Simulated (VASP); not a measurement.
# HfO2 in VASP: how settings move the r2SCAN single point

Aim: see what changed inputs do to the r2SCAN single point of HfO2 (fluorite), under -1.0 % equal strain in all directions.

Code: VASP 6.6.1. PAW datasets, plane waves. (Simulation; spin polarisation is off (in the reference).)

## 1. The structure to begin with

The cell comes from an earlier relaxation with r2SCAN in another program. Some of the altered inputs switch spin polarisation on.

It is cubic, Fm-3m (No. 225); a = 5.008 Å in the conventional setting, 10.47 Å³ an atom. Near Hf stand 8 O at 2.17 Å; near O stand 4 Hf at 2.17 Å.

Structure file:

```
CELL_PARAMETERS angstrom
0.00000 2.50389 2.50389
2.50389 0.00000 2.50389
2.50389 2.50389 0.00000
ATOMIC_POSITIONS crystal
Hf 0.00000 0.00000 0.00000
O 0.25000 0.25000 0.25000
O 0.75000 0.75000 0.75000
```

## 2. Baseline

INCAR

```
ENCUT = 520.000000
SIGMA = 0.010000
EDIFF = 1.00e-07
ALGO = Normal
METAGGA = R2SCAN
PREC = Accurate
IBRION = -1
ISIF = 2
ISMEAR = 0
NBANDS = 18
NELM = 120
NSW = 0
LASPH = .TRUE.
LCHARG = .FALSE.
LWAVE = .FALSE.
LREAL = .FALSE.
```

KPOINTS

```
KPOINTS created by Atomic Simulation Environment
0
Gamma
8 8 8
0 0 0
```

POSCAR

```
Hf O
 1.0000000000000000
     0.0000000000000000    2.5038904960999999    2.5038904960999999
     2.5038904960999999    0.0000000000000000    2.5038904960999999
     2.5038904960999999    2.5038904960999999    0.0000000000000000
 Hf  O
   1   2
Cartesian
  0.0000000000000000  0.0000000000000000  0.0000000000000000
  1.2519452480500000  1.2519452480500000  1.2519452480500000
  3.7558357441499997  3.7558357441499997  3.7558357441499997
```

A file KPOINTS_OPT adds named points for the levels; it doesn't enter the self-consistent loop.

Potentials: the recommended PBE PAW datasets, 22 valence electrons.

Started as:

```bash
mpirun -np 1 vasp_std
```

The closing lines of the self-consistent loop in OSZICAR:

```text
DAV:  13    -0.685448857833E+02   -0.84208E-05   -0.38310E-06  1182   0.169E-02    0.485E-02
DAV:  14    -0.685448829551E+02    0.28282E-05   -0.53909E-06  1172   0.141E-02    0.482E-03
DAV:  15    -0.685448829781E+02   -0.23070E-07   -0.96929E-08   852   0.273E-03
   1 F= -.68544883E+02 E0= -.68544883E+02  d E =-.343593-117
```

Wall time 79 s (1 MPI rank of Intel Xeon Platinum 8488C, shared host); peak memory 0.18 GiB.

It gives: energy (σ→0) -68.5449 eV, pressure 4.42 GPa, gap on the mesh 4.40 eV.

## 3. Altered input 1

INCAR

```
ENCUT = 520.000000
SIGMA = 0.010000
EDIFF = 1.00e-07
METAGGA = R2SCAN
PREC = Accurate
IBRION = -1
ISIF = 2
ISMEAR = 0
NBANDS = 18
NSW = 0
LASPH = .TRUE.
LCHARG = .FALSE.
LWAVE = .FALSE.
LREAL = .FALSE.
ALGO = All
ISPIN = 2
MAGMOM = 1 1 -1
ISYM = -1
NELM = 73
```

KPOINTS

```
KPOINTS created by Atomic Simulation Environment
0
Gamma
4 4 4
0 0 0
```

POSCAR is that of step 2.

Started as:

```bash
mpirun -np 1 vasp_std
```

Standard output, without the iteration lines:

```text
POSCAR found type information on POSCAR HfO
 POSCAR found :  2 types and       3 ions
 -----------------------------------------------------------------------------
|                                                                             |
|                                                                             |
|     You enforced a specific xc type in the INCAR file but a different       |
|     I HOPE YOU KNOW WHAT YOU ARE DOING!                                     |
|                                                                             |
 -----------------------------------------------------------------------------

 LDA part: xc-table for (None), standard interpolation
 POSCAR, INCAR and KPOINTS ok, starting setup
 FFT: planning ... GRIDC
 FFT: planning ... GRID_SOFT
 FFT: planning ... GRID
 WAVECAR not read
 entering main loop
 gam= 0.000 g(H,U,f)=  0.187E+02 0.106E+02 0.870E-17 ort(H,U,f) = 0.000E+00 0.000E+00 0.000E+00
 gam= 0.000 trial= 0.400  step=  0.4624 mean=  0.4000
 gam= 0.054 g(H,U,f)=  0.107E+01 0.497E+00 0.195E-12 ort(H,U,f) =-0.313E+01 0.252E+01 0.105E-11
 gam= 0.054 trial= 0.406  step=  0.9482 mean=  0.4062
 gam= 0.237 g(H,U,f)=  0.336E+00 0.351E-01 0.152-117 ort(H,U,f) =-0.231E+00 0.128E+00 0.840-117
 gam= 0.237 trial= 0.460  step=  0.6424 mean=  0.4604
 gam= 0.191 g(H,U,f)=  0.560E-01 0.150E-01 0.191E-33 ort(H,U,f) =-0.167E-01 0.152E-01 0.179E-32
 gam= 0.191 trial= 0.479  step=  0.7905 mean=  0.4786
 gam= 0.239 g(H,U,f)=  0.109E-01 0.608E-02 0.305E-24 ort(H,U,f) =-0.101E-01 0.102E-01-0.266E-23
 gam= 0.239 trial= 0.510  step=  1.0012 mean=  0.5098
 gam= 0.361 g(H,U,f)=  0.520E-02 0.922E-03 0.290E-54 ort(H,U,f) =-0.314E-02 0.312E-02-0.844E-54
 gam= 0.361 trial= 0.559  step=  0.8718 mean=  0.5590
 gam= 0.249 g(H,U,f)=  0.142E-02 0.109E-03 0.132E-53 ort(H,U,f) =-0.695E-03 0.639E-03-0.116E-55
 gam= 0.249 trial= 0.590  step=  0.7616 mean=  0.5902
 gam= 0.150 g(H,U,f)=  0.220E-03 0.864E-05 0.871E-57 ort(H,U,f) =-0.152E-04 0.509E-04 0.187E-56
 gam= 0.150 trial= 0.607  step=  0.7791 mean=  0.6074
 gam= 0.165 g(H,U,f)=  0.353E-04 0.251E-05 0.527E-57 ort(H,U,f) = 0.162E-04 0.454E-05 0.150E-56
 gam= 0.165 trial= 0.625  step=  0.6320 mean=  0.6246
 gam= 0.164 g(H,U,f)=  0.562E-05 0.592E-06 0.589E-56 ort(H,U,f) = 0.530E-05 0.119E-05 0.118E-55
 gam= 0.164 trial= 0.625  step=  0.5124 mean=  0.6253
 gam= 0.000 g(H,U,f)=  0.127E-05 0.269E-06 0.123E-55 ort(H,U,f) = 0.215E-05 0.522E-06 0.263E-55
 gam= 0.000 trial= 0.614  step=  0.4780 mean=  0.6140
 gam= 0.000 g(H,U,f)=  0.383E-06 0.154E-06 0.268E-55 ort(H,U,f) = 0.607E-06 0.202E-06 0.365E-55
 gam= 0.000 trial= 0.600  step=  0.4403 mean=  0.6004
 gam= 0.000 g(H,U,f)=  0.183E-06 0.958E-07 0.666E-55 ort(H,U,f) = 0.250E-06 0.122E-06 0.845E-55
 gam= 0.000 trial= 0.584  step=  0.3872 mean=  0.5844
 final diagonalization occupied
```

OSZICAR:

```text
N       E                     dE             d eps       ncg     rms           ort
DAV:   1     0.505783762832E+02    0.50578E+02   -0.14216E+04  1152   0.132E+03
DAV:   2    -0.753495013151E+02   -0.12593E+03   -0.12184E+03  1152   0.298E+02
DAV:   3    -0.793209109670E+02   -0.39714E+01   -0.39565E+01  1152   0.470E+01
DAV:   4    -0.793430625439E+02   -0.22152E-01   -0.22146E-01  1152   0.387E+00
DAV:   5    -0.793432084775E+02   -0.14593E-03   -0.14593E-03  1152   0.294E-01
SDA:   6    -0.609460981516E+02    0.18397E+02   -0.14593E-03  1152   0.293E+02   0.000E+00
CGA:   7    -0.676881664125E+02   -0.67421E+01   -0.67758E+01  1152   0.157E+01  -0.612E+00
CGA:   8    -0.683932908519E+02   -0.70512E+00   -0.72816E+00  1152   0.371E+00  -0.103E+00
CGA:   9    -0.685044797498E+02   -0.11119E+00   -0.11138E+00  1152   0.710E-01  -0.157E-02
CGA:  10    -0.685324504497E+02   -0.27971E-01   -0.27949E-01  1152   0.170E-01   0.160E-03
CGA:  11    -0.685409674081E+02   -0.85170E-02   -0.85186E-02  1152   0.612E-02  -0.203E-04
CGA:  12    -0.685436249434E+02   -0.26575E-02   -0.26662E-02  1152   0.153E-02  -0.563E-04
CGA:  13    -0.685442044510E+02   -0.57951E-03   -0.57641E-03  1152   0.229E-03   0.357E-04
CGA:  14    -0.685442975899E+02   -0.93139E-04   -0.91352E-04  1152   0.378E-04   0.207E-04
CGA:  15    -0.685443106542E+02   -0.13064E-04   -0.13040E-04  1152   0.621E-05   0.649E-05
SDA:  16    -0.685443123683E+02   -0.17141E-05   -0.18652E-05  1152   0.154E-05   0.267E-05
SDA:  17    -0.685443126806E+02   -0.31223E-06   -0.36700E-06  1152   0.538E-06   0.809E-06
SDA:  18    -0.685443127693E+02   -0.88707E-07   -0.11832E-06  1152   0.279E-06   0.371E-06
   1 F= -.68544313E+02 E0= -.68544313E+02  d E =-.700240E-53  mag=    -0.0000
```

Parts of OUTCAR:

```text
k-points           NKPTS =     64   k-points in BZ     NKDIM =     64   number of bands    NBANDS=     18

   NELECT =      22.0000    total number of electrons

   dimension x,y,z NGX =    28 NGY =   28 NGZ =   28
   dimension x,y,z NGXF=    56 NGYF=   56 NGZF=   56

  energy-cutoff  :      520.00
  volume of cell :       31.40
      direct lattice vectors                 reciprocal lattice vectors
     0.000000000  2.503890496  2.503890496    -0.199689244  0.199689244  0.199689244
     2.503890496  0.000000000  2.503890496     0.199689244 -0.199689244  0.199689244
     2.503890496  2.503890496  0.000000000     0.199689244  0.199689244 -0.199689244

 k-points in reciprocal lattice and weights: KPOINTS created by Atomic Simulation Env
   0.00000000  0.00000000  0.00000000       0.016
   0.25000000  0.00000000  0.00000000       0.016
   0.50000000  0.00000000  0.00000000       0.016
  -0.25000000  0.00000000  0.00000000       0.016
   0.00000000  0.25000000  0.00000000       0.016
   0.25000000  0.25000000  0.00000000       0.016
   0.50000000  0.25000000  0.00000000       0.016
  -0.25000000  0.25000000  0.00000000       0.016
[... 56 more k-points ...]

 E-fermi :   4.3380

 k-point     1 :       0.0000    0.0000    0.0000
  band No.  band energies     occupation
      1     -26.2481      1.00000
      2     -26.2481      1.00000
      3     -26.2481      1.00000
      4     -15.7347      1.00000
      5     -12.5461      1.00000
      6      -1.4481      1.00000
      7      -1.4481      1.00000
      8      -1.4481      1.00000
      9       3.5749      1.00000
     10       3.5749      1.00000
     11       3.5749      1.00000
     12       8.7316      0.00000
     13       8.7316      0.00000
     14      11.0008      0.00000
     15      15.7171      0.00000
     16      15.7171      0.00000
     17      15.7171      0.00000
     18      19.5061      0.00000

 k-point     2 :       0.2500    0.0000    0.0000
  band No.  band energies     occupation
      1     -26.5232      1.00000
      2     -26.2772      1.00000
      3     -26.2772      1.00000
      4     -14.9741      1.00000
      5     -13.0866      1.00000
      6      -0.8904      1.00000
      7      -0.8904      1.00000
      8       0.0339      1.00000
      9       2.2089      1.00000
     10       2.7481      1.00000
     11       2.7481      1.00000
     12       9.4789      0.00000
     13       9.4789      0.00000
     14      12.0645      0.00000
     15      14.5113      0.00000
     16      14.8952      0.00000
     17      14.8952      0.00000
     18      18.2000      0.00000

[... the tables of k-points 3 to 64 left out ...]

  Total        0.8647833      0.8647963      0.8647915      0.0000090      0.0000090      0.0000051
  in kB       44.1308064     44.1314735     44.1312246      0.0004592      0.0004599      0.0002624
  external PRESSURE =      44.1311682 kB  Pullay stress =       0.0000000 kB

 POSITION                                       TOTAL-FORCE (eV/Angst)
 -----------------------------------------------------------------------------------
      0.00000      0.00000      0.00000        -0.000000     -0.000002     -0.000005
      1.25195      1.25195      1.25195         0.000007      0.000009      0.000010
      3.75584      3.75584      3.75584        -0.000007     -0.000007     -0.000005
 -----------------------------------------------------------------------------------
    total drift:                                0.000004     -0.000003     -0.000009

  FREE ENERGIE OF THE ION-ELECTRON SYSTEM (eV)
  ---------------------------------------------------
  free  energy   TOTEN  =       -68.5443127693 eV

  energy  without entropy=      -68.5443127693  energy(sigma->0) =      -68.54431277
```

Wall time 5.4 min (1 MPI rank of Intel Xeon Platinum 8488C, shared host); peak memory 0.28 GiB.

Changed: ALGO = All, ISPIN = 2, MAGMOM = 1 1 -1, ISYM = -1, NELM = 73, mesh 4×4×4. VASP runs to the end. Against the reference the energy moves by +0.2 meV/atom. The run starts with moments and ends with 0.00 μB a cell: no net moment is left.

## 4. Altered input 2

INCAR: that of step 2 with these lines changed.

```diff
@@ -10,3 +10,2 @@
 NBANDS = 18
-NELM = 120
 NSW = 0
@@ -16 +15,5 @@
 LREAL = .FALSE.
+NELM = 77
+IMIX = 1
+AMIX = 2.0
+BMIX = 0.0001
```

KPOINTS is that of step 2.

POSCAR is that of step 2.

Started as:

```bash
mpirun -np 1 vasp_std
```

Standard output, without the iteration lines:

```text
POSCAR found type information on POSCAR HfO
 POSCAR found :  2 types and       3 ions
 -----------------------------------------------------------------------------
|                                                                             |
|                                                                             |
|     You enforced a specific xc type in the INCAR file but a different       |
|     I HOPE YOU KNOW WHAT YOU ARE DOING!                                     |
|                                                                             |
 -----------------------------------------------------------------------------

 LDA part: xc-table for (None), standard interpolation
 POSCAR, INCAR and KPOINTS ok, starting setup
 FFT: planning ... GRIDC
 FFT: planning ... GRID_SOFT
 FFT: planning ... GRID
 WAVECAR not read
 entering main loop
 -----------------------------------------------------------------------------
|                                                                             |
|     EEEEEEE  RRRRRR   RRRRRR   OOOOOOO  RRRRRR      ###     ###     ###     |
|     E        R     R  R     R  O     O  R     R     ###     ###     ###     |
|     E        R     R  R     R  O     O  R     R     ###     ###     ###     |
|     EEEEE    RRRRRR   RRRRRR   O     O  RRRRRR       #       #       #      |
|     E        R   R    R   R    O     O  R   R                               |
|     E        R    R   R    R   O     O  R    R      ###     ###     ###     |
|     EEEEEEE  R     R  R     R  OOOOOOO  R     R     ###     ###     ###     |
|                                                                             |
|     ERROR FEXCP: supplied Exchange-correletion table                        |
|      is too small, maximal index : 3909                                     |
|                                                                             |
|       ---->  I REFUSE TO CONTINUE WITH THIS SICK JOB ... BYE!!! <----       |
|                                                                             |
 -----------------------------------------------------------------------------

1
```

OSZICAR:

```text
N       E                     dE             d eps       ncg     rms          rms(c)
DAV:   1     0.496311044115E+02    0.49631E+02   -0.12837E+04  1044   0.124E+03
DAV:   2    -0.764026610818E+02   -0.12603E+03   -0.12182E+03  1348   0.296E+02
DAV:   3    -0.805312504044E+02   -0.41286E+01   -0.41112E+01  1194   0.470E+01
DAV:   4    -0.805564845914E+02   -0.25234E-01   -0.25224E-01  1308   0.400E+00
DAV:   5    -0.805566414877E+02   -0.15690E-03   -0.15689E-03  1184   0.303E-01    0.557E+01
DAV:   6    -0.211162960399E+03   -0.13061E+03   -0.97266E+02  1422   0.170E+02    0.140E+03
DAV:   7    -0.330890397446E+04   -0.30977E+04   -0.24806E+04  1468   0.102E+03    0.280E+03
DAV:   8    -0.121607241570E+05   -0.88518E+04   -0.83601E+04  2056   0.149E+03    0.474E+03
DAV:   9    -0.301726678904E+05   -0.18012E+05   -0.16818E+05  2066   0.241E+03    0.710E+03
DAV:  10    -0.537843694440E+05   -0.23612E+05   -0.22589E+05  2088   0.261E+03    0.871E+03
```

It took 47 s on 1 MPI rank of Intel Xeon Platinum 8488C, shared host; peak memory 0.17 GiB.

Changed: IMIX = 1, AMIX = 2, BMIX = 0.0001. VASP stops with an error. Its message: «ERROR FEXCP: supplied Exchange-correletion table is too small, maximal index : 3909 ---->  I REFUSE TO CONTINUE WITH THIS SICK JOB ... BYE!!! <----
»

Linear mixing with AMIX above one overshoots in every step, and BMIX near zero removes the damping of long waves.

Fix: return to the default Pulay mixing.

## 5. All runs together

| run | changed | ending | energy change (meV/atom) | pressure (GPa) | gap on the mesh (eV; negative: overlap) | electronic steps | time | usable |
| --- | --- | --- | --- | --- | --- | --- | --- | --- |
| ref. | – | converged | 0 | 4.4 | 4.40 | 15 | 79 s | yes |
| 1 | ALGO = All, ISPIN = 2, MAGMOM = 1 1 -1, ISYM = -1, NELM = 73, mesh 4×4×4 | converged | 0.2 | 4.4 | – | 18 | 5.4 min | yes |
| 2 | IMIX = 1, AMIX = 2, BMIX = 0.0001 | crashed | – | – | – | 10 | 47 s | no |

What this shows: Of 2 altered inputs, 1 gave no result, 1 gave usable results. «ALGO = All, ISPIN = 2, MAGMOM = 1 1 -1, ISYM = -1, NELM = 73, mesh 4×4×4» moves the energy by 0.2 meV/atom.
